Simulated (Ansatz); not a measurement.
Runs of Ansatz 0.2.0 on C. The cell holds a slab with vacuum, 4 atoms: a = 2.456 Å, b = 2.456 Å, c = 24.134 Å, α = 90.00°, β = 90.00°, γ = 120.00°. 

```csv
task,level,cutoff (eV),points for each segment of the path,V0 of scaled cells (Å³/atom),B0 (GPa),largest force (eV/Å)
band structure,LDA,420,14,-,-,0.02
band structure,r2SCAN,500,14,-,-,0.02
equation of state,LDA,420,-,31.08,(a),-
equation of state,r2SCAN,500,-,31.52,80,-
```

Alike in all rows: potentials or basis Ansatz PAW; no spin polarisation; cell as given; k mesh 12 × 12 × 2; smearing fermi-dirac 0.05 eV.

Question: Fill in the values left out.

Answer: (a) 81.

Caveats: the PAW data sets come from PBE, with cores solved anew for the run's functional, which leaves a small shift of forces and pressure (some runs); the cell was scaled at fixed shape and fractional positions, which overstates the stiffness of a crystal with free parameters, most of all of layers and chains (some runs); the PAW data sets were made with another functional, which shifts forces and pressure a little (some runs).
